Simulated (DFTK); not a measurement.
The system is HfN.

```
Hf N
1.0
     0.00000    2.25600    2.25600
     2.25600    0.00000    2.25600
     2.25600    2.25600    0.00000
Hf N
1 1
Direct
  0.00000 0.00000 0.00000
  0.50000 0.50000 0.50000
```

Base run:

```yaml
Program: DFTK 0.8.2
Functional: RPBE
Potentials_or_basis: SG15 1.2 (PBE)
Cutoff: 1225 eV
k_mesh: 8 × 8 × 8
Occupations: fermi-dirac, width 0.05 eV
Spin: no spin polarisation
```

Its results: band gap on the k mesh none (metal or under the smearing width); pressure 14.7 GPa.

Problem. After a change of settings the same cell gave: band gap on the k mesh none (metal or under the smearing width); pressure -7.3 GPa. Which change was it?
A. functional from RPBE to BLYP
B. functional from RPBE to TASK
C. functional from RPBE to r2SCAN
D. functional from RPBE to LDA

Solution. C.

Caveats: the potentials were made for another functional, which shifts forces and pressure.

Not every run made on this cell is shown here.
